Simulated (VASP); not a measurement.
# Os (Pm-3m) in VASP: a series of runs

Runs on Os. Level: LDA. Tasks: single point.

Program: VASP 6.6.1. These are calculated values, not measurements. Logs are shortened: lines on timing, memory, paths and dates and some standing lists are left out, and cuts for length are marked.

## Step 1: Starting point

Symmetry: Pm-3m, No. 221, cubic system. Conventional cell: a = 2.517 Å, b = 2.517 Å, c = 2.517 Å, α = 90.00°, β = 90.00°, γ = 90.00°. Os (site symmetry m-3m) is surrounded by 6 Os at 2.52 Å.

This isn't the form of Os at room conditions, which is hcp.

## Step 2: Single point, LDA

Input file INCAR:

```
PREC = Accurate
ENCUT = 520
EDIFF = 1E-6
ISMEAR = -1
SIGMA = 0.1
LREAL = F
LASPH = T
NELM = 60
ALGO = Fast
ISIF = 2
LWAVE = F
LCHARG = F
NBANDS = 10
```

Input file KPOINTS:

```
regular mesh
0
Gamma
  20 20 20
```

Input file POSCAR:

```
Os
1.0
    2.5170771292      0.0000000000      0.0000000000
    0.0000000000      2.5170771292      0.0000000000
    0.0000000000      0.0000000000      2.5170771292
Os
1
Direct
    0.0000000000      0.0000000000      0.0000000000
```

Potentials or basis: VASP PAW LDA potentials, release 64 (Os).

On the command line:

```sh
$ cat potpaw_LDA.64/Os/POTCAR > POTCAR
$ mpirun -np 1 vasp_std > vasp.out
```

OUTCAR:

```text
PREC = Accurate
   ENCUT = 520
   EDIFF = 1E-6
   ISMEAR = -1
   LREAL = F
   LASPH = T
   NELM = 60
   ISIF = 2

 ion  position               nearest neighbor table
   1  0.000  0.000  0.000-

  LATTYP: Found a simple cubic cell.
 ALAT       =     2.5170771292

  Lattice vectors:

 A1 = (   2.5170771292,   0.0000000000,   0.0000000000)
 A2 = (   0.0000000000,   2.5170771292,   0.0000000000)
 A3 = (   0.0000000000,   0.0000000000,   2.5170771292)

Analysis of symmetry for initial positions (statically):
=====================================================================
 Subroutine PRICEL returns:
 Original cell was already a primitive cell.

 Routine SETGRP: Setting up the symmetry group for a
 simple cubic supercell.

 Subroutine GETGRP returns: Found 48 space group operations
 (whereof 48 operations were pure point group operations)
 out of a pool of 48 trial point group operations.

The static configuration has the point symmetry O_h .

Analysis of symmetry for dynamics (positions and initial velocities):
=====================================================================
 Subroutine PRICEL returns:
 Original cell was already a primitive cell.

 Routine SETGRP: Setting up the symmetry group for a
 simple cubic supercell.

 Subroutine GETGRP returns: Found 48 space group operations
 (whereof 48 operations were pure point group operations)
 out of a pool of 48 trial point group operations.

The dynamic configuration has the point symmetry O_h .

 Subroutine INISYM returns: Found 48 space group operations
 (whereof 48 operations are pure point group operations),
 and found     1 'primitive' translations

----------------------------------------------------------------------------------------

                                     Primitive cell

  volume of cell :      15.9474

  direct lattice vectors                    reciprocal lattice vectors
     2.517077129  0.000000000  0.000000000     0.397286197  0.000000000  0.000000000
     0.000000000  2.517077129  0.000000000     0.000000000  0.397286197  0.000000000
     0.000000000  0.000000000  2.517077129     0.000000000  0.000000000  0.397286197

  length of vectors
     2.517077129  2.517077129  2.517077129     0.397286197  0.397286197  0.397286197

  position of ions in fractional coordinates (direct lattice)
     0.000000000  0.000000000  0.000000000

  ion indices of the primitive-cell ions
   primitive index   ion index
                 1           1

----------------------------------------------------------------------------------------

 KPOINTS: regular mesh

Automatic generation of k-mesh.
 Grid dimensions read from file:
 generate k-points for:   20   20   20

 Generating k-lattice:

  Cartesian coordinates                     Fractional coordinates (reciprocal lattice)
     0.019864310  0.000000000  0.000000000     0.050000000  0.000000000  0.000000000
     0.000000000  0.019864310  0.000000000     0.000000000  0.050000000  0.000000000
     0.000000000  0.000000000  0.019864310     0.000000000  0.000000000  0.050000000

  Length of vectors
     0.019864310  0.019864310  0.019864310

  Shift w.r.t. Gamma in fractional coordinates (k-lattice)
     0.000000000  0.000000000  0.000000000

 Subroutine IBZKPT returns following result:
 ===========================================

 Found    286 irreducible k-points:

 Following reciprocal coordinates:
            Coordinates               Weight
  0.000000  0.000000  0.000000      1.000000
  0.050000  0.000000  0.000000      6.000000
  0.100000  0.000000  0.000000      6.000000
  0.150000  0.000000  0.000000      6.000000
  0.200000  0.000000  0.000000      6.000000
  0.250000  0.000000  0.000000      6.000000
[... 16 lines left out ...]
  0.150000  0.100000  0.000000     24.000000
  0.200000  0.100000  0.000000     24.000000
 [... further k-points ...]
   k-points           NKPTS =    286   k-points in BZ     NKDIM =    286   number of bands    NBANDS=     10
   number of dos      NEDOS =    301   number of ions     NIONS =      1
   total plane-waves  NPLWV =   8000
   dimension x,y,z NGX =    20 NGY =   20 NGZ =   20
   dimension x,y,z NGXF=    40 NGYF=   40 NGZF=   40
   ions per type =               1
   NGX,Y,Z   is equivalent  to a cutoff of  13.21, 13.21, 13.21 a.u.
   NGXF,Y,Z  is equivalent  to a cutoff of  26.42, 26.42, 26.42 a.u.
 SYSTEM =  unknown system
   PREC   = accura    normal or accurate (medium, high low for compatibility)
   ISTART =      0    job   : 0-new  1-cont  2-samecut
   ICHARG =      2    charge: 1-file 2-atom 10-const
   ISPIN  =      1    spin polarized calculation?
   LNONCOLLINEAR =      F non collinear calculations
   LSORBIT =      F    spin-orbit coupling
   LASPH  =      T    aspherical Exc in radial PAW
   ENCUT  =  520.0 eV  38.22 Ry    6.18 a.u.   4.68  4.68  4.68*2*pi/ulx,y,z
   NELM   =     60;   NELMIN=  2; NELMDL= -5     # of ELM steps
   EDIFF  = 0.1E-05   stopping-criterion for ELM
   LREAL  =      F    real-space projection
   EDIFFG = 0.1E-04   stopping-criterion for IOM
   NSW    =      0    number of steps for IOM
   IBRION =     -1    ionic relax: 0-MD 1-quasi-New 2-CG
   NFREE  =      0    steps in history (QN), initial steepest desc. (CG)
   ISIF   =      2    stress and relaxation
   ISYM   =      2    0-nonsym 1-usesym 2-fastsym
   POTIM  = 0.5000    time-step for ionic-motion
   TEBEG  =    0.0;   TEEND  =   0.0 temperature during run
   PSTRESS=    0.0 pullay stress
   NELECT =       8.0000    total number of electrons
   NUPDOWN=      -1.0000    fix difference up-down
   EMIN   =  10.00;   EMAX   =-10.00  energy-range for DOS
   EFERMI =   0.00;   METHOD = LEGACY
   ISMEAR =    -1;   SIGMA  =   0.10  broadening in eV -4-tet -1-fermi 0-gaus
   EFERMI_NEDOS =   21; number of points for ismear=-14 and -15
   IALGO  =     68    algorithm
   IMIX   =      4    mixing-type and parameters
     AMIX     =   0.40;   BMIX     =  1.00
     AMIX_MAG =   1.60;   BMIX_MAG =  1.00
  volume/ion in A,a.u.               =      15.95       107.62
  Fermi-wavevector in a.u.,A,eV,Ry     =   1.300793  2.458143 23.021919  1.692063
  Thomas-Fermi vector in A             =   2.431969
   LORBIT       =      0    0 simple, 1 ext, 2 COOP (PROOUT), +10 PAW based schemes
   GGA     = CA    functional components
   LHFCALC =     F    Hartree Fock is set to
   AEXX    =    0.0000 exact exchange contribution
   IVDW    =     0    specifies the selected vdW correction
   LEPSILON=     F    determine dielectric tensor
   LRPA    =     F    only Hartree local field effects (RPA)
 non-spin polarized calculation
 RMM-DIIS sequential band-by-band and
  energy-cutoff  :      520.00
  volume of cell :       15.95
 maximum number of plane-waves:       449
 NGX is ok and might be reduce to    20
   NGX =  9   NGY =  9   NGZ =  9

 number of electron       8.0000000 magnetization

 Free energy of the ion-electron system (eV)
  ---------------------------------------------------
  ext. energy  EPLUGINS =         0.00000000
  ---------------------------------------------------
  free energy    TOTEN  =       -11.09136757 eV

  energy without entropy =      -11.04595689  energy(sigma->0) =      -11.06866223

 E-fermi :   7.7038     XC(G=0): -13.2868

 val. band max:        7.6927868895   @ k =   0.2000   0.1500   0.0500
 cond. band min:       7.7064696173   @ k =   0.3000   0.1500   0.1500
 fundamental gap:      0.0136827279
 Fermi energy:         7.7038277540

 k-point     1 :       0.0000    0.0000    0.0000
  band No.  band energies     occupation
      1      -2.0825      2.00000
      2       1.3748      2.00000
      3       1.3748      2.00000
      4      10.1268      0.00000
      5      10.1268      0.00000
      6      10.1268      0.00000
      7      23.5394      0.00000
      8      23.5394      0.00000
      9      23.5394      0.00000
     10      29.9148      0.00000

 k-point     2 :       0.0500    0.0000    0.0000
  band No.  band energies     occupation
      1      -1.9964      2.00000
      2       1.3945      2.00000
      3       1.4643      2.00000
      4      10.0096      0.00000
      5      10.0096      0.00000
      6      10.1353      0.00000
      7      23.0053      0.00000
      8      23.7143      0.00000
      9      23.7143      0.00000
     10      30.3205      0.00000

 k-point     3 :       0.1000    0.0000    0.0000
  band No.  band energies     occupation
      1      -1.7501      2.00000
      2       1.4522      2.00000
      3       1.7356      2.00000
      4       9.6843      0.00000
      5       9.6843      0.00000
      6      10.1603      0.00000
      7      21.7857      0.00000
      8      24.2095      0.00000
      9      24.2095      0.00000
     10      30.7387      0.00000

 k-point     4 :       0.1500    0.0000    0.0000
  band No.  band energies     occupation
      1      -1.3770      2.00000
      2       1.5435      2.00000
      3       2.1931      2.00000
      4       9.2150      0.00000
      5       9.2150      0.00000
      6      10.1996      0.00000
      7      20.3619      0.00000
      8      24.9514      0.00000
      9      24.9514      0.00000
     10      29.2049      0.00000
[... 222 lines left out ...]
 k-point    22 :       0.1000    0.1000    0.0000
  band No.  band energies     occupation
      1      -1.4130      2.00000
      2       1.6752      2.00000
      3       1.9446      2.00000
      4       9.2130      0.00000
      5       9.6412      0.00000
      6       9.8081      0.00000
      7      22.1173      0.00000
      8      22.7161      0.00000
      9      24.8878      0.00000
     10      30.2872      0.00000

 k-point    23 :       0.1500    0.1000    0.0000
  band No.  band energies     occupation
      1      -1.0373      2.00000
      2       1.8116      2.00000
      3       2.3502      2.00000
      4       8.7221      0.00008
      5       9.2387      0.00000
      6       9.7934      0.00000
      7      20.9365      0.00000
      8      23.1060      0.00000
      9      25.6412      0.00000
     10      29.3660      0.00000

 k-point    24 :       0.2000    0.1000    0.0000
  band No.  band energies     occupation
      1      -0.5837      2.00000
      2       1.9447      2.00000
      3       2.9609      2.00000
      4       8.1767      0.01752
      5       8.7133      0.00008
      6       9.8427      0.00000
      7      19.5430      0.00000
      8      23.8220      0.00000
      9      26.5588      0.00000
     10      28.2403      0.00000

 [... further k-points ...]

------------------------ aborting loop because EDIFF is reached ----------------------------------------

  FORCE on cell =-STRESS in cart. coord.  units (eV):
  Direction    XX          YY          ZZ          XY          YZ          ZX
  --------------------------------------------------------------------------------------
  -------------------------------------------------------------------------------------
  Total        0.0026875      0.0026875      0.0026875      0.0000000      0.0000000     -0.0000000
  in kB        0.2700003      0.2700003      0.2700003      0.0000000      0.0000000     -0.0000000
  external PRESSURE =       0.2700003 kB  Pullay stress =       0.0000000 kB

 VOLUME and BASIS-vectors are now :
 -----------------------------------------------------------------------------
  energy-cutoff  :      520.00
  volume of cell :       15.95
      direct lattice vectors                 reciprocal lattice vectors
     2.517077129  0.000000000  0.000000000     0.397286197  0.000000000  0.000000000
     0.000000000  2.517077129  0.000000000     0.000000000  0.397286197  0.000000000
     0.000000000  0.000000000  2.517077129     0.000000000  0.000000000  0.397286197

 POSITION                                       TOTAL-FORCE (eV/Angst)
 -----------------------------------------------------------------------------------
      0.00000      0.00000      0.00000         0.000000      0.000000      0.000000
 -----------------------------------------------------------------------------------
    total drift:                                0.000000      0.000000      0.000000

  FREE ENERGIE OF THE ION-ELECTRON SYSTEM (eV)
  ---------------------------------------------------
  free  energy   TOTEN  =       -11.0913675659 eV

  energy  without entropy=      -11.0459568855  energy(sigma->0) =      -11.06866223
```

Wall time 19 s (1 thread of Intel Xeon Platinum 8488C (Sapphire Rapids), shared host); peak memory 0.15 GiB.

Results:

```
Free energy            : -11.0914 eV
Pressure               : 0.0 GPa
Band gap on the k mesh : none (metal or under the smearing width)
```

## Step 3: Single point, LDA

This run uses another cell than the first one, of 16.59 Å³/atom, 1.040 times its volume.

Input file INCAR:

```
SYSTEM = Os
PREC     = Accurate       ! precision mode
ENCUT    = 520            ! plane-wave cutoff, eV
EDIFF    = 1E-6           ! SCF threshold, eV
ISMEAR   = -1             ! smearing method
SIGMA    = 0.1            ! smearing width, eV
LREAL    = .FALSE.        ! projectors in reciprocal space
LASPH    = .TRUE.         ! aspherical terms in the spheres
NELM     = 60             ! most SCF steps
ALGO     = Normal         ! electronic algorithm
ISIF     = 2              ! what is computed and relaxed
LWAVE    = .FALSE.        ! write WAVECAR
LCHARG   = .TRUE.         ! write CHGCAR
LELF     = .TRUE.         ! ELF
LVHAR    = .TRUE.       
NBANDS   = 10             ! bands
```

Input file KPOINTS:

```
Automatic mesh
0
G
  14 14 14
  0 0 0
```

Input file POSCAR:

```
Os
1.0
    2.5502003636      0.0000000000      0.0000000000
    0.0000000000      2.5502003636      0.0000000000
    0.0000000000      0.0000000000      2.5502003636
Os
1
Direct
    0.0000000000      0.0000000000      0.0000000000
```

Potentials or basis: VASP PAW LDA potentials, release 64 (Os).

On the command line:

```sh
$ cat potpaw_LDA.64/Os/POTCAR > POTCAR
$ mpirun -np 1 vasp_std > vasp.out
```

Run time: 8.1 s. Hardware: 1 thread of Intel Xeon Platinum 8488C (Sapphire Rapids), shared host; peak memory 0.13 GiB.

It converged, with:

```
Free energy            : -11.0636 eV
Pressure               : -10.7 GPa
Band gap on the k mesh : none (metal or under the smearing width)
```

Levels at points of the mesh, in eV from the Fermi level:
| k point | band 2 | band 3 | band 4 | band 5 | band 6 | band 7 |
| --- | --- | --- | --- | --- | --- | --- |
| (0.00, 0.00, 0.00) | -5.97 | -5.97 | 2.29 | 2.29 | 2.29 | 15.56 |
| (0.50, 0.00, 0.00) | -5.13 | -1.08 | -0.98 | -0.98 | 2.63 | 7.18 |
| (0.50, 0.50, 0.00) | -4.54 | -0.35 | -0.35 | 4.58 | 4.58 | 4.72 |
| (0.50, 0.50, 0.50) | -5.25 | -5.25 | 4.96 | 4.96 | 8.54 | 11.28 |

Spin-orbit coupling is left out, which matters for the levels of Os.

## Step 4: Single point, LDA

This run uses another cell than the first one, of 17.22 Å³/atom, 1.080 times its volume.

Input file INCAR:

```
SYSTEM = Os
PREC = Accurate ; ENCUT = 520
EDIFF = 1E-6 ; ISMEAR = -1
SIGMA = 0.1 ; LREAL = .FALSE.
LASPH = .TRUE. ; NELM = 80
ALGO = Normal ; ISIF = 2
LWAVE = .FALSE. ; LCHARG = .FALSE.
GGA = CA ; NBANDS = 10
```

Input file KPOINTS:

```
regular mesh
0
G
  14 14 14
  0 0 0
```

Input file POSCAR:

```
Os
1.0
    2.5824848082      0.0000000000      0.0000000000
    0.0000000000      2.5824848082      0.0000000000
    0.0000000000      0.0000000000      2.5824848082
Os
1
Direct
    0.0000000000      0.0000000000      0.0000000000
```

On the command line:

```sh
$ cat potpaw_LDA.64/Os/POTCAR > POTCAR
$ mpirun -np 1 vasp_std > vasp.out
```

Wall time 8.1 s (1 thread of Intel Xeon Platinum 8488C (Sapphire Rapids), shared host); peak memory 0.13 GiB.

It converged, with:

```yaml
Free_energy: -11.0031 eV
Pressure: -19.7 GPa
Band_gap_on_the_k_mesh: none (metal or under the smearing width)
```

Levels at points of the mesh, in eV from the Fermi level:
```tsv
k point	band 2	band 3	band 4	band 5	band 6	band 7
(0.00, 0.00, 0.00)	-5.66	-5.66	2.15	2.15	2.15	15.29
(0.50, 0.00, 0.00)	-4.87	-0.97	-0.91	-0.91	2.47	6.80
(0.50, 0.50, 0.00)	-4.34	-0.32	-0.32	4.44	4.49	4.49
(0.50, 0.50, 0.50)	-4.95	-4.95	4.66	4.66	8.68	10.88
```

Caveat: so large a pressure means that the cell lies far from this level's equilibrium, or that cutoff or potentials fall short. The run has no spin-orbit coupling, so splittings on Os are missing.

## Step 5: Overview

| cell | k mesh | gap on the mesh (eV) | pressure (GPa) |
| --- | --- | --- | --- |
| Pm-3m, 15.95 Å³/atom | 20 × 20 × 20 | none | 0.0 |
| Pm-3m, 16.59 Å³/atom | 14 × 14 × 14 | none | -10.7 |
| Pm-3m, 17.22 Å³/atom | 14 × 14 × 14 | none | -19.7 |

Alike in all rows: task single point; level LDA; potentials or basis VASP PAW LDA potentials, release 64 (Os); no spin polarisation; cutoff (eV) 520; smearing fermi-dirac 0.1 eV.

Every run on the cell as given and a fine mesh finds a metal.

Caveats: so large a pressure means that the cell lies far from this level's equilibrium, or that cutoff or potentials fall short (some runs).

Total energies depend on the potentials used, so only differences within one code and one set of settings carry meaning.
